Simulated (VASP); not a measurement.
# BaHfO3 with LDA: from relaxation to properties, part 3 of 4

Aim: relax BaHfO3, then compute properties on the relaxed cell. The start is a computed cell from the Materials Project.

VASP 6.6.1; LDA; plane waves and PAW (Ba_sv, Hf_pv, O).

So far, gap on the k-mesh (eV): step 2 (relaxing cell and atoms (LDA)) 3.53; step 4 (single point with fields (LDA)) 3.53. The relaxed cell has a = 4.123 Å (conventional setting).

## Step 6: Total and projected DOS (LDA)

A density of states needs more k-points than a total energy; ISMEAR = -5 takes tetrahedra, and LORBIT projects the states on the PAW spheres. The mesh is finer than in the run before.

Input file INCAR:

```
SYSTEM = BaHfO3
PREC = Accurate
ENCUT = 520
EDIFF = 1E-06
NELM = 100
ISMEAR = -5
SIGMA = 0.05
LREAL = .FALSE.
ALGO = Normal
GGA = CA
NBANDS = 34
LASPH = .TRUE.
LORBIT = 11
LWAVE = .FALSE.
LCHARG = .FALSE.
KPAR = 4
NEDOS = 2001
```

Input file POSCAR:

```
BaHfO3
1.0
    4.1228475800      0.0000000000      0.0000000000
    0.0000000000      4.1228475800      0.0000000000
    0.0000000000      0.0000000000      4.1228475800
Ba Hf O
1 1 3
Direct
    0.5000000000      0.5000000000      0.5000000000
    0.0000000000      0.0000000000      0.0000000000
    0.0000000000      0.5000000000      0.0000000000
    0.5000000000      0.0000000000      0.0000000000
    0.0000000000      0.0000000000      0.5000000000
```

Input file KPOINTS:

```
Automatic mesh
0
Gamma
10 10 10
0 0 0
```

PAW data sets: Ba_sv, Hf_pv and O (LDA family, release 64).

The run is started by

```
> mpirun -np 4 vasp_std
```

The log of the run:

```text
[... set-up lines as in an earlier step ...]
 entering main loop
       N       E                     dE             d eps       ncg     rms          rms(c)
DAV:   1     0.198546480069E+03    0.19855E+03   -0.19736E+04  3808   0.108E+03
DAV:   2    -0.424712689352E+02   -0.24102E+03   -0.23106E+03  4798   0.274E+02
DAV:   3    -0.541391025172E+02   -0.11668E+02   -0.11557E+02  4788   0.540E+01
DAV:   4    -0.544321545417E+02   -0.29305E+00   -0.29272E+00  4972   0.632E+00
DAV:   5    -0.544350834326E+02   -0.29289E-02   -0.29285E-02  4674   0.624E-01    0.658E+01
DAV:   6    -0.479965677572E+02    0.64385E+01   -0.17860E+01  3944   0.256E+01    0.537E+01
DAV:   7    -0.477359439244E+02    0.26062E+00   -0.15917E+00  4570   0.665E+00    0.337E+01
DAV:   8    -0.476822473451E+02    0.53697E-01   -0.25235E-01  4632   0.335E+00    0.100E+01
DAV:   9    -0.476560151027E+02    0.26232E-01   -0.58232E-02  4332   0.143E+00    0.357E+00
DAV:  10    -0.476556510850E+02    0.36402E-03   -0.47296E-03  4636   0.369E-01    0.706E-01
DAV:  11    -0.476554855574E+02    0.16553E-03   -0.56859E-04  4414   0.128E-01    0.695E-02
DAV:  12    -0.476554888673E+02   -0.33098E-05   -0.44006E-05  4796   0.325E-02    0.163E-01
DAV:  13    -0.476554882492E+02    0.61802E-06   -0.37693E-06  4468   0.112E-02
   1 F= -.47655488E+02 E0= -.47655488E+02  d E =0.000000E+00
```

Elapsed: 9.2 s, on 4 MPI ranks of Intel Xeon 6975P-C (Granite Rapids), shared host; peak memory 0.95 GiB.

From OUTCAR (step 6):

```text
   k-points           NKPTS =     56   k-points in BZ     NKDIM =     56   number of bands    NBANDS=     34

   NELECT =      38.0000    total number of electrons

 E-fermi :   2.4037

 k-point     2 :       0.1000    0.0000    0.0000
  band No.  band energies     occupation
    ...
     15       1.2271      2.00000
     16       1.2468      2.00000
     17       1.9200      2.00000
     18       2.1745      2.00000
     19       2.1745      2.00000
     20       5.9054      0.00000
     21       6.1285      0.00000
     22       6.1285      0.00000
     23       7.1664      0.00000
     24       7.1669      0.00000
    ...

  Total       -0.0341241     -0.0341241     -0.0341241      0.0000000      0.0000000     -0.0000000
  in kB       -0.7801523     -0.7801523     -0.7801523      0.0000000      0.0000000     -0.0000000
  external PRESSURE =      -0.7801523 kB  Pullay stress =       0.0000000 kB

  FREE ENERGIE OF THE ION-ELECTRON SYSTEM (eV)
  ---------------------------------------------------
  free  energy   TOTEN  =       -47.6554882492 eV

  energy  without entropy=      -47.6554882492  energy(sigma->0) =      -47.65548825

[... 9 parts as in an earlier step ...]

[... 8 further parts left out ...]
```

This step gave:

| Item | Value |
| --- | --- |
| irreducible k-points | 56 |
| Fermi energy | 2.404 eV |
| pressure | -0.07802 GPa |
| gap on the k-mesh | 3.473 eV |

The density of states has structure finer than the step of the table below, so its rows give means over 1 eV, whole bins alone (the curve runs from -12.0 to 8.49 eV). Peaks (eV: height): total -10.2: 15.6, -10.0: 12.1, -2.5: 9.54, -0.6: 8.32; O p -2.5: 4.56, -1.4: 2.58, -0.6: 5.66, 6.3: 0.983; Hf d -3.7: 0.694, -2.5: 1.17, 6.3: 2.59, 8.0: 1.11; Ba d 6.3: 1.49, 7.4: 1.42, 7.9: 1.65, 8.4: 2.57; Hf p -2.2: 0.494, -1.4: 0.187, -0.8: 0.426, 6.3: 0.0902.

States under -12.0 eV and over 8.5 eV are left out. The density of states by energy, zero at the valence-band top; means over each step; 7 of 9 lines; values in states/eV/cell:

```csv
energy (eV),total,O p,Hf d,Ba d,Hf p,Ba p,Hf s
-11,0.409,0.00922,0.00300,2.0e-4,2.6e-5,0.336,1.5e-5
-10,5.58,0.0579,0.0163,0.00152,0.00420,4.86,9.5e-4
-9,0,0,0,0,0,0,0
-8,0,0,0,0,0,0,0
-7,0,0,0,0,0,0,0
-6,0,0,0,0,0,0,0
-5,0.00145,7.4e-4,2.6e-5,0,9.4e-6,0,3.5e-4
-4,2.11,1.08,0.376,0.0160,0.0436,0.00849,0.172
-3,3.60,1.80,0.523,0.0547,0.145,0.101,0.0505
-2,5.20,2.78,0.395,0.133,0.331,0.143,0.0285
-1,5.48,3.58,0.0936,0.0707,0.214,0.0834,0.0177
0,1.59,1.12,0.00924,0.0151,0.0249,0.0114,2.0e-4
1,0,0,0,0,0,0,0
2,0,0,0,0,0,0,0
3,0.00165,1.4e-5,9.7e-4,1.7e-4,0,0,0
4,0.611,0.0254,0.361,0.0487,7.1e-4,3.1e-4,1.7e-5
5,1.56,0.134,0.745,0.210,0.00518,0.00243,1.8e-4
6,3.97,0.503,1.48,0.782,0.0369,0.0129,0.00194
7,2.80,0.332,0.425,0.948,0.0162,0.0163,0.0169
```

The gap on this mesh is 3.47 eV. In the top eV of the valence band the largest shares in the PAW spheres are O p 68 %; in the lowest eV of the conduction band, Hf d 59 % and Ba d 8 %. The rest lies in smaller channels or between the spheres.

## Step 7: Field gradients at the nuclei (LDA)

Field gradients probe how far the charge around each nucleus departs from cubic symmetry; LASPH keeps the non-spherical terms inside the spheres.

Input file INCAR:

```
SYSTEM = BaHfO3
PREC = Accurate
ENCUT = 520
EDIFF = 1E-07
NELM = 100
ISMEAR = 0
SIGMA = 0.05
LREAL = .FALSE.
ALGO = Normal
GGA = CA
NBANDS = 25
LASPH = .TRUE.
LORBIT = 11
LWAVE = .FALSE.
LCHARG = .FALSE.
KPAR = 4
LEFG = .TRUE.
```

POSCAR is that of step 6.

Input file KPOINTS:

```
Automatic mesh
0
Gamma
7 7 7
0 0 0
```

The run is started by

```
> mpirun -np 4 vasp_std
```

The log of the run:

```text
[... set-up lines as in an earlier step ...]
 entering main loop
       N       E                     dE             d eps       ncg     rms          rms(c)
[... 12 cycles as in an earlier step ...]
DAV:  13    -0.476553769513E+02    0.54289E-06   -0.43263E-06  1211   0.137E-02    0.208E-03
DAV:  14    -0.476553769498E+02    0.15170E-08   -0.19220E-07  1075   0.278E-03
ion   1
     0.0000000    -0.0000000    -0.0000000    -0.0000000    -0.0000000    -0.0000000
     0.0000600    -0.0000000    -0.0000000    -0.0000000    -0.0000000    -0.0000000
     0.0000826    -0.0000000    -0.0000000    -0.0000000    -0.0000000    -0.0000000
     0.0001137    -0.0000000    -0.0000000    -0.0000000    -0.0000000    -0.0000000
     0.0001566    -0.0000000    -0.0000000    -0.0000000    -0.0000000    -0.0000000

     0.0000000     0.0000000    -0.0000000    -0.0000000    -0.0000000    -0.0000000
     0.0000600     0.0000000    -0.0000000    -0.0000000    -0.0000000    -0.0000000
     0.0000826     0.0000000    -0.0000000    -0.0000000    -0.0000000    -0.0000000
     0.0001137     0.0000000    -0.0000000    -0.0000000    -0.0000000    -0.0000000
     0.0001566     0.0000000    -0.0000000    -0.0000000    -0.0000000    -0.0000000

ion   2
     0.0000000    -0.0000000     0.0000000    -0.0000000     0.0000000     0.0000000
     0.0000654    -0.0000000     0.0000000    -0.0000000     0.0000000     0.0000000
     0.0000901    -0.0000000     0.0000000    -0.0000000     0.0000000     0.0000000
     0.0001241    -0.0000000     0.0000000    -0.0000000     0.0000000     0.0000000
     0.0001709    -0.0000000     0.0000000    -0.0000000     0.0000000     0.0000000

     0.0000000    -0.0000000     0.0000000    -0.0000000     0.0000000     0.0000000
     0.0000654    -0.0000000     0.0000000    -0.0000000     0.0000000     0.0000000
     0.0000901    -0.0000000     0.0000000    -0.0000000     0.0000000     0.0000000
     0.0001241    -0.0000000     0.0000000    -0.0000000     0.0000000     0.0000000
     0.0001709    -0.0000000     0.0000000    -0.0000000     0.0000000     0.0000000

ion   3
     0.0000000    -0.0000000    -0.0000000    -3.5108756    -0.0000000    -6.0810150
     0.0000293    -0.0000000    -0.0000000    -3.5108756    -0.0000000    -6.0810149
     0.0000403    -0.0000000    -0.0000000    -3.5108756    -0.0000000    -6.0810149
     0.0000555    -0.0000000    -0.0000000    -3.5108756    -0.0000000    -6.0810149
     0.0000765    -0.0000000    -0.0000000    -3.5108755    -0.0000000    -6.0810148

     0.0000000    -0.0000000    -0.0000000    -7.6735487    -0.0000000   -13.2909763
     0.0000293    -0.0000000    -0.0000000    -7.6735472    -0.0000000   -13.2909736
     0.0000403    -0.0000000    -0.0000000    -7.6735462    -0.0000000   -13.2909718
     0.0000555    -0.0000000    -0.0000000    -7.6735444    -0.0000000   -13.2909688
     0.0000765    -0.0000000    -0.0000000    -7.6735414    -0.0000000   -13.2909636

ion   4
     0.0000000     0.0000000    -0.0000000    -3.5108756    -0.0000000     6.0810150
     0.0000293     0.0000000    -0.0000000    -3.5108756    -0.0000000     6.0810149
     0.0000403     0.0000000    -0.0000000    -3.5108756    -0.0000000     6.0810149
     0.0000555     0.0000000    -0.0000000    -3.5108756    -0.0000000     6.0810149
     0.0000765     0.0000000    -0.0000000    -3.5108755    -0.0000000     6.0810148

     0.0000000     0.0000000    -0.0000000    -7.6735487    -0.0000000    13.2909763
     0.0000293     0.0000000    -0.0000000    -7.6735472    -0.0000000    13.2909736
     0.0000403     0.0000000    -0.0000000    -7.6735462    -0.0000000    13.2909718
     0.0000555     0.0000000    -0.0000000    -7.6735444    -0.0000000    13.2909688
     0.0000765     0.0000000    -0.0000000    -7.6735414    -0.0000000    13.2909636

ion   5
     0.0000000    -0.0000000     0.0000000     7.0217513     0.0000000     0.0000000
     0.0000293    -0.0000000     0.0000000     7.0217512     0.0000000     0.0000000
     0.0000403    -0.0000000     0.0000000     7.0217512     0.0000000     0.0000000
     0.0000555    -0.0000000     0.0000000     7.0217511     0.0000000     0.0000000
     0.0000765    -0.0000000     0.0000000     7.0217510     0.0000000     0.0000000

     0.0000000    -0.0000000     0.0000000    15.3470975     0.0000000     0.0000000
     0.0000293    -0.0000000     0.0000000    15.3470944     0.0000000     0.0000000
     0.0000403    -0.0000000     0.0000000    15.3470923     0.0000000     0.0000000
     0.0000555    -0.0000000     0.0000000    15.3470888     0.0000000     0.0000000
     0.0000765    -0.0000000     0.0000000    15.3470828     0.0000000     0.0000000

   1 F= -.47655377E+02 E0= -.47655377E+02  d E =-.778826E-15
```

It took 3.8 s on 4 MPI ranks; peak memory 0.69 GiB; 13 s of CPU time.

Parts of OUTCAR (step 7):

```text
   NELECT =      38.0000    total number of electrons

 E-fermi :   2.5908

 k-point     1 :       0.0000    0.0000    0.0000
  band No.  band energies     occupation
    ...
     15       1.3369      2.00000
     16       1.3369      2.00000
     17       2.2205      2.00000
     18       2.2205      2.00000
     19       2.2205      2.00000
     20       5.8597      0.00000
     21       5.8597      0.00000
     22       5.8597      0.00000
     23       6.9841      0.00000
     24       6.9841      0.00000
    ...

  Total       -0.0340283     -0.0340283     -0.0340283      0.0000000      0.0000000     -0.0000000
  in kB       -0.7779635     -0.7779635     -0.7779635      0.0000000      0.0000000     -0.0000000
  external PRESSURE =      -0.7779635 kB  Pullay stress =       0.0000000 kB

  FREE ENERGIE OF THE ION-ELECTRON SYSTEM (eV)
  ---------------------------------------------------
  free  energy   TOTEN  =       -47.6553769498 eV

  energy  without entropy=      -47.6553769498  energy(sigma->0) =      -47.65537695

 Electric field gradients after diagonalization (V/A^2)
 (convention: |V_zz| > |V_xx| > |V_yy|)
----------------------------------------------------------------------
 ion       V_xx      V_yy      V_zz     asymmetry (V_yy - V_xx)/ V_zz
----------------------------------------------------------------------
   1       0.000     0.000     0.000      -0.129
   2      -0.000    -0.000     0.000       0.588
   3       6.883     6.883   -13.767       0.000
   4       6.883     6.883   -13.767       0.000
   5       6.883     6.883   -13.767       0.000
----------------------------------------------------------------------

[... 11 parts as in an earlier step ...]

[... 7 further parts left out ...]
```

This step gave:

| Property | Result |
| --- | --- |
| SCF cycles | 14 |
| bands | 25 |
| irreducible k-points | 20 |
| Fermi energy | 2.591 eV |
| pressure | -0.07780 GPa |
| valence top at k | 0.4286, 0.4286, 0.4286 |
| gap on the k-mesh | 3.531 eV |

Electric field gradients, by row:

| atom | Vxx (V/Å²) | Vyy (V/Å²) | Vzz (V/Å²) | asymmetry |
| --- | --- | --- | --- | --- |
| Ba1 | 0 | 0 | 0 | - |
| Hf2 | 0 | 0 | 0 | - |
| O3 | 6.883 | 6.883 | -13.77 | 0 |
| O4 | 6.883 | 6.883 | -13.77 | 0 |
| O5 | 6.883 | 6.883 | -13.77 | 0 |

The largest gradient, -13.77 V/Å², sits on O3 and like sites; times the quadrupole moment of a nucleus that has one, it gives the coupling that NMR and NQR see.

## Step 8: Independent-particle dielectric function (LDA)

LOPTICS sums transitions from filled to empty bands. The mesh is finer than in the run before. NBANDS is raised for it.

Input file INCAR:

```
SYSTEM = BaHfO3
PREC = Accurate
ENCUT = 520
EDIFF = 1E-06
NELM = 100
ISMEAR = 0
SIGMA = 0.05
LREAL = .FALSE.
ALGO = Normal
GGA = CA
NBANDS = 59
LASPH = .TRUE.
LORBIT = 11
LWAVE = .FALSE.
LCHARG = .FALSE.
KPAR = 4
LOPTICS = .TRUE.
NEDOS = 1500
CSHIFT = 0.1
```

POSCAR is that of step 7.

Input file KPOINTS:

```
Automatic mesh
0
Gamma
10 10 10
0 0 0
```

The run is started by

```
> mpirun -np 4 vasp_std
```

The log of the run:

```text
[... set-up lines as in an earlier step ...]
 entering main loop
       N       E                     dE             d eps       ncg     rms          rms(c)
DAV:   1     0.194743066589E+03    0.19474E+03   -0.17334E+04  6608   0.621E+02
DAV:   2    -0.444039623856E+02   -0.23915E+03   -0.22730E+03  7723   0.197E+02
DAV:   3    -0.542530932241E+02   -0.98491E+01   -0.96602E+01  8936   0.327E+01
DAV:   4    -0.544335411530E+02   -0.18045E+00   -0.18025E+00  7885   0.327E+00
DAV:   5    -0.544351381851E+02   -0.15970E-02   -0.15969E-02  7900   0.301E-01    0.658E+01
DAV:   6    -0.480250256381E+02    0.64101E+01   -0.85577E+00  7255   0.148E+01    0.542E+01
DAV:   7    -0.477445369731E+02    0.28049E+00   -0.93915E-01  7876   0.355E+00    0.336E+01
DAV:   8    -0.476811500590E+02    0.63387E-01   -0.22370E-01  7729   0.207E+00    0.903E+00
DAV:   9    -0.476556168179E+02    0.25533E-01   -0.27668E-02  7390   0.774E-01    0.377E+00
DAV:  10    -0.476556132367E+02    0.35812E-05   -0.22499E-03  8032   0.169E-01    0.343E-01
DAV:  11    -0.476554868050E+02    0.12643E-03   -0.16975E-04  7345   0.607E-02    0.633E-02
DAV:  12    -0.476554884130E+02   -0.16080E-05   -0.23861E-05  8248   0.160E-02    0.108E-01
DAV:  13    -0.476554882614E+02    0.15163E-06   -0.84743E-07  7157   0.387E-03
   1 F= -.47655488E+02 E0= -.47655488E+02  d E =-.164100E-10
 optical routines
 imaginary and real dielectric function
 recalculating local potential from charge density
 direction            1
 direction            2
 direction            3
```

Wall time 16 s (4 MPI ranks); peak memory 1.8 GiB.

[end of part 3 of 4]

[Lines on the potential files, build, host, timing and source positions are cut from VASP's logs without a mark.]

[Logs are printed without paths, hosts, clocks, repeated set-up lines and the standing remarks that a program may print on its own settings, such as how far it seeks lower states.]

[Hosts, paths, dates, database ids (printed as entryN), source tags and the programs' standing remarks are cut or masked in the printed files.]

[A measured line is paired with the nearest computed mode of its activity, which favours agreement.]
